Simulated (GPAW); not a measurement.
# N (Pa-3) in GPAW: tuning use of symmetry

Aim: find the choice of use of symmetry that runs N fastest, at PBE. This setting moves, with any that are tied to it; all else stays.

All numbers are computed with GPAW 26.7.0; they aren't measurements. Logs are shortened: lines on timing, memory, paths and dates and some standing lists are left out, and cuts for length are marked. The log counts tension as positive stress, the text compression.

## 1. The crystal as given

Symmetry: Pa-3, No. 205, cubic system. The conventional cell has a = 5.561 Å, b = 5.561 Å, c = 5.561 Å, α = 90.00°, β = 90.00°, γ = 90.00°. N (site symmetry 3) has 1 N at 1.11 Å as nearest neighbours.

## 2. With use of symmetry default

run.py reads:

```python
from ase.dft.bandgap import bandgap
from ase.io import read, write
from ase.units import GPa
from gpaw import GPAW, PW

atoms = read('POSCAR')

calc = GPAW(mode=PW(800),
            xc='PBE',
            kpts={'size': (4, 4, 4), 'gamma': True},
            occupations={'name': 'fermi-dirac', 'width': 0.05},
            nbands=37,
            convergence={'density': 1e-05, 'energy': 1e-05},
            maxiter=100,
            txt='gpaw.txt')
atoms.calc = calc
energy = atoms.get_potential_energy()
forces = atoms.get_forces()
stress = atoms.get_stress()
calc.write('gs.gpw')
write('result.traj', atoms)
print(f'Energy: {energy:.6f} eV')
print('Forces (eV/A):')
print(forces.round(4))
print('Stress (GPa):', (stress / GPa).round(3))
print('Fermi level:', round(calc.get_fermi_level(), 4), 'eV')
print(f'Gap: {bandgap(calc)[0]:.4f} eV, direct: {bandgap(calc, direct=True)[0]:.4f} eV')
```

POSCAR reads:

```
N
1.0
    5.5605176600      0.0000000000      0.0000000000
    0.0000000000      5.5605176600      0.0000000000
    0.0000000000      0.0000000000      5.5605176600
N
8
Direct
    0.0573973300      0.4426026700      0.5573973300
    0.4426026700      0.5573973300      0.0573973300
    0.5573973300      0.0573973300      0.4426026700
    0.9426026700      0.9426026700      0.9426026700
    0.9426026700      0.5573973300      0.4426026700
    0.5573973300      0.4426026700      0.9426026700
    0.4426026700      0.9426026700      0.5573973300
    0.0573973300      0.0573973300      0.0573973300
```

Potentials or basis: GPAW PAW data sets (gpaw-data 1.2.1), pw.

The run is started by

```sh
$ OMP_NUM_THREADS=1 python run.py
```

Wall time 2.2 min (1 thread of Arm Neoverse N1, host not shared); peak memory 0.33 GiB.

It converged, with:

| Quantity | Value |
| --- | --- |
| Free energy | -67.5451 eV |
| Pressure | -0.7 GPa |
| Largest force | 0.601 eV/Å |
| Band gap on the k mesh | 7.28 eV, indirect (least direct gap 7.31 eV) |

## 3. With use of symmetry off

run.py: that of step 2 with these lines changed.

```diff
@@ -13,2 +13,3 @@
             convergence={'density': 1e-05, 'energy': 1e-05},
+            symmetry='off',
             maxiter=100,
```

POSCAR is that of step 2.

Potentials or basis: GPAW PAW data sets (gpaw-data 1.2.1), pw.

The run is started by

```sh
$ OMP_NUM_THREADS=1 python run.py
```

It took 12 min on 1 thread of Arm Neoverse N1, host not shared; peak memory 0.71 GiB.

The run converged. Its results:

- Free energy: -67.5451 eV
- Pressure: -0.7 GPa
- Largest force: 0.601 eV/Å
- Band gap on the k mesh: 7.28 eV, indirect (least direct gap 7.31 eV)

## 4. With use of symmetry point_group=False

run.py: that of step 3 with these lines changed.

```diff
@@ -13,3 +13,3 @@
             convergence={'density': 1e-05, 'energy': 1e-05},
-            symmetry='off',
+            symmetry={'point_group': False},
             maxiter=100,
```

POSCAR is that of step 3.

The run is started by

```sh
$ OMP_NUM_THREADS=1 python run.py
```

Wall time 6.3 min (1 thread of Arm Neoverse N1, host not shared); peak memory 0.5 GiB.

It converged, with:

| Item | Value |
| --- | --- |
| Free energy | -67.5451 eV |
| Pressure | -0.7 GPa |
| Largest force | 0.601 eV/Å |
| Band gap on the k mesh | 7.28 eV, indirect (least direct gap 7.31 eV) |

## 5. With use of symmetry symmorphic=False

run.py: that of step 4 with these lines changed.

```diff
@@ -13,3 +13,3 @@
             convergence={'density': 1e-05, 'energy': 1e-05},
-            symmetry={'point_group': False},
+            symmetry={'symmorphic': False},
             maxiter=100,
```

POSCAR is that of step 4.

The run is started by

```sh
$ OMP_NUM_THREADS=1 python run.py
```

Run time: 1.8 min. Hardware: 1 thread of Arm Neoverse N1, host not shared; peak memory 0.31 GiB.

Results (log left out):

```yaml
Free_energy: -67.5451 eV
Pressure: -0.7 GPa
Largest_force: 0.601 eV/Å
Band_gap_on_the_k_mesh: 7.28 eV, indirect (least direct gap 7.31 eV)
```

## 6. With use of symmetry time_reversal=False

run.py: that of step 5 with these lines changed.

```diff
@@ -13,3 +13,3 @@
             convergence={'density': 1e-05, 'energy': 1e-05},
-            symmetry={'symmorphic': False},
+            symmetry={'time_reversal': False},
             maxiter=100,
```

POSCAR is that of step 5.

Potentials or basis: GPAW PAW data sets (gpaw-data 1.2.1), pw.

The run is started by

```sh
$ OMP_NUM_THREADS=1 python run.py
```

gpaw.txt:

```text
__  _  _
 | _ |_)|_||  |
 |__||  | ||/\| - 26.7.0

Input parameters:
  mode=PW(ecut=800.0),
  convergence={'density': 1e-05, 'energy': 1e-05},
  kpts=MonkhorstPack(size=(4, 4, 4), gamma=True),
  maxiter=100,
  nbands=37,
  occupations=Occupations(name='fermi-dirac', width=0.05),
  symmetry=Symmetry(time_reversal=False),
  xc=XC(name='PBE')

Diagonalizing LCAO Hamiltonian
Converting LCAO to pw mode
    .-------------.
   /|            N|
  / |     N       |
 *  |     N       |
 |  |             |
 | N|           N |
 |  |             |
 |  .----N--------.
 | /     N       /
 |N             /
 *-------------*

Atoms  # Å, Bohr magnetons
|   | symbol |        x |        y |        z |    initial magnetic moments |
|---|--------|----------|----------|----------|-----------------------------|
| 0 |      N | 0.319159 | 2.461100 | 3.099418 | ( 0.0000,  0.0000,  0.0000) |
| 1 |      N | 2.461100 | 3.099418 | 0.319159 | ( 0.0000,  0.0000,  0.0000) |
| 2 |      N | 3.099418 | 0.319159 | 2.461100 | ( 0.0000,  0.0000,  0.0000) |
| 3 |      N | 5.241359 | 5.241359 | 5.241359 | ( 0.0000,  0.0000,  0.0000) |
| 4 |      N | 5.241359 | 3.099418 | 2.461100 | ( 0.0000,  0.0000,  0.0000) |
| 5 |      N | 3.099418 | 2.461100 | 5.241359 | ( 0.0000,  0.0000,  0.0000) |
| 6 |      N | 2.461100 | 5.241359 | 3.099418 | ( 0.0000,  0.0000,  0.0000) |
| 7 |      N | 0.319159 | 0.319159 | 0.319159 | ( 0.0000,  0.0000,  0.0000) |

Unit cell  # Å
| periodic |        x |        y |        z |  lengths |    angles |
|----------|----------|----------|----------|----------|-----------|
|      yes | 5.560518 | 0.000000 | 0.000000 | 5.560518 | 90.000000 |
|      yes | 0.000000 | 5.560518 | 0.000000 | 5.560518 | 90.000000 |
|      yes | 0.000000 | 0.000000 | 5.560518 | 5.560518 | 90.000000 |

Number of symmetries: 6
Symmetry operations  # r_c * U_cc + t_c -> r_c
|   | kind |            matrix            |
|---|------|------------------------------|
| 0 |  E   |  1, 0, 0,  0, 1, 0,  0, 0, 1 |
| 1 |  C3  |  0, 1, 0,  0, 0, 1,  1, 0, 0 |
| 2 |  C3  |  0, 0, 1,  1, 0, 0,  0, 1, 0 |
| 3 |  S6  |  0, 0,-1, -1, 0, 0,  0,-1, 0 |
| 4 |  S6  |  0,-1, 0,  0, 0,-1, -1, 0, 0 |
| 5 |  i   | -1, 0, 0,  0,-1, 0,  0, 0,-1 |

BZ-sampling:
  Number of BZ points: 64
  Number of IBZ points: 14

  Monkhorst-Pack size: [4, 4, 4]
  Monkhorst-Pack shift: [0.125, 0.125, 0.125]

K-points  # in reciprocal-cell coordinates
|     |                                coordinates |     weight |
|-----|--------------------------------------------|------------|
|   0 | (  0.00000000,   0.00000000,   0.00000000) | 0.01562500 |
|   1 | (  0.25000000,   0.00000000,  -0.25000000) | 0.09375000 |
|   2 | (  0.25000000,   0.00000000,   0.00000000) | 0.09375000 |
|   3 | (  0.25000000,   0.25000000,  -0.25000000) | 0.09375000 |
|   4 | (  0.25000000,   0.25000000,   0.00000000) | 0.09375000 |
|   5 | (  0.25000000,   0.25000000,   0.25000000) | 0.03125000 |
|   6 | (  0.50000000,   0.00000000,   0.00000000) | 0.04687500 |
|   7 | (  0.50000000,   0.00000000,   0.25000000) | 0.09375000 |
|   8 | (  0.50000000,   0.25000000,  -0.25000000) | 0.09375000 |
|   9 | (  0.50000000,   0.25000000,   0.00000000) | 0.09375000 |
| ... |                                            |            |
|  13 | (  0.50000000,   0.50000000,   0.50000000) | 0.01562500 |

Plane wave coefficients: 8862
Cutoff: 800.0 eV

Spin-components: 1 (collinear spins)
Bands:           37
Projectors:      40
Spin-degeneracy: 2
Datatype:        complex128

Parallelization:
  kpt:    1
  domain: 1
  band:   1

Density:
  Valence electrons: 40.0
  Components: 1
  Grid points: [40 40 40]
  Charge: 0.0  # |e|

Potential:
  Grid points: [40 40 40]

species:
  N:
    name:    Nitrogen
    Z:       7.0
    valence: 5
    core:    2
    charge:  0.0  # [|e|]
    compensation charges:
      type: gauss
      rc: 0.18  # [Å]
      lmax: 2
    cutoffs:
      filter: 1.11  # [Å]
      core: 0.96  # [Å]
    projectors
    | kind |    occ | energy [eV] | rcut [Å] |
    |------|--------|-------------|----------|
    |   2s |  2.000 |     -18.583 |    0.603 |
    |   2p |  3.000 |      -7.089 |    0.529 |
    |    s |        |       8.629 |    0.603 |
    |    p |        |      20.123 |    0.529 |
    |    d |        |       0.000 |    0.577 |

    Using partial waves for N as LCAO basis

Reference energy: -11853.772034  # eV

eigensolver:
  PPCG
  Converge bands: occupied
  niter=2

density mixing:
  MSR1-Mixer
  Pratt-step length: 0.05
  Maximum mixing coefficient: 0.75
  Old densities: 10
  SVD Regularization: 0.005
  Good broyden scale: 1.0
  Trust region scale: 1.0
  Backstep threshold: 4.0
  History deletion threshold: 6.0
  Fourier metric: weight=20.0, sigma=0.015

occupation numbers:
  Fermi-Dirac:
    width: 0.0500  # eV

poisson solver:
  ecut: 6400.0  # eV

xc functional:
  name: PBE with 2 nearest neighbor stencil

convergence criteria:
- Maximum integral of absolute [dens]ity change: 1e-05 electrons / valence electron
- Maximum [total energy] change in last 3 cyles: 1e-05 eV / valence electron
- Maximum integral of absolute [eigenst]ate change: 4e-08 eV^2 / valence electron
maximum number of iterations: 100

SCF iterations
|iter     | |      energy | eigst |  dens |
|---------|-|-------------|-------|-------|
|iter:   1| |  -69.999141 | +1.07 |       |
|iter:   2| |  -70.327131 | -0.95 | -0.90 |
|iter:   3| |  -68.221482 | -0.64 | -0.92 |
|iter:   4| |  -67.562222 | -1.60 | -1.26 |
|iter:   5| |  -67.545174 | -3.03 | -1.79 |
|iter:   6| |  -67.545103 | -4.66 | -2.81 |
|iter:   7| |  -67.545117c| -6.07 | -3.38 |
|iter:   8| |  -67.545117c| -7.65c| -4.44 |
|iter:   9| |  -67.545117c| -8.16c| -5.03c|

Converged in 9 steps
Energy contributions relative to reference atoms: (reference = -11853.772034)

Energy contributions:
  Kinetic:          71.092293
  Coulomb:         -89.574563
  Zero:              0.640986
  External:          0.000000
  Xc:              -49.703832
  Entropy:          -0.000000
  Spinorbit:         0.000000
  ----------------------------
  Free energy:     -67.545117
  Extrapolated:    -67.545117

dipole moment: (0.000004, 0.000004, 0.000004)  # |e|*Ang

Fermi level: -2.995
Eigenvalues  # (at kpt = [0.000, 0.000, 0.000])
| band index |      eig [eV] | occ [0-2] |
|------------|---------------|-----------|
|          0 |       -23.848 |     2.000 |
|        ... |               |           |
|         12 |        -7.187 |     2.000 |
|         13 |        -6.995 |     2.000 |
|         14 |        -6.995 |     2.000 |
|         15 |        -6.995 |     2.000 |
|         16 |        -6.663 |     2.000 |
|         17 |        -5.728 |     2.000 |
[... 8 lines left out ...]
|         26 |         2.797 |     0.000 |
|         27 |         2.797 |     0.000 |
|        ... |               |           |
|         36 |         9.747 |     0.000 |

Gap: 7.284 eV
Transition (v -> c):
  (s=0, k=6, n=19, [0.50, 0.00, 0.00]) -> (s=0, k=0, n=20, [0.00, 0.00, 0.00])
Direct/indirect transitions are different
Direct gap: 7.313 eV
Transition at: (s=0, k=0, n=19, [0.00, 0.00, 0.00])

Forces  # eV/Ang
|        x |        y |        z |
|----------|----------|----------|
| -0.34680 |  0.34680 | -0.34680 |  # N    0
|  0.34680 | -0.34680 | -0.34680 |  # N    1
| -0.34680 | -0.34680 |  0.34680 |  # N    2
|  0.34681 |  0.34681 |  0.34681 |  # N    3
|  0.34680 | -0.34680 |  0.34680 |  # N    4
| -0.34680 |  0.34680 |  0.34680 |  # N    5
|  0.34680 |  0.34680 | -0.34680 |  # N    6
| -0.34681 | -0.34681 | -0.34681 |  # N    7

Stress tensor  # eV/Ang^3
|         x |         y |         z |
|-----------|-----------|-----------|
|  0.004214 | -0.000000 | -0.000000 |
| -0.000000 |  0.004214 | -0.000000 |
| -0.000000 | -0.000000 |  0.004214 |

# Writing to gs.gpw (mode='')
```

Wall time 2.2 min (1 thread of Arm Neoverse N1, host not shared); peak memory 0.33 GiB.

Results:

```yaml
Free_energy: -67.5451 eV
Pressure: -0.7 GPa
Largest_force: 0.601 eV/Å
Band_gap_on_the_k_mesh: 7.28 eV, indirect (least direct gap 7.31 eV)
```

## 7. The series at a glance

```tsv
use of symmetry	energy less the last converged row (meV/atom)	SCF cycles	wall time (s)	peak memory (GiB)
default	0.00	9	130	0.33
off	0.00	11	710	0.71
point_group=False	0.00	11	380	0.5
symmorphic=False	0.00	9	110	0.31
time_reversal=False	0.00	9	130	0.33
```

Fastest here: symmorphic=False (110 s); slowest of those that converged: off (710 s). These are single runs, one after another on one machine, so differences under about a fifth mean little.
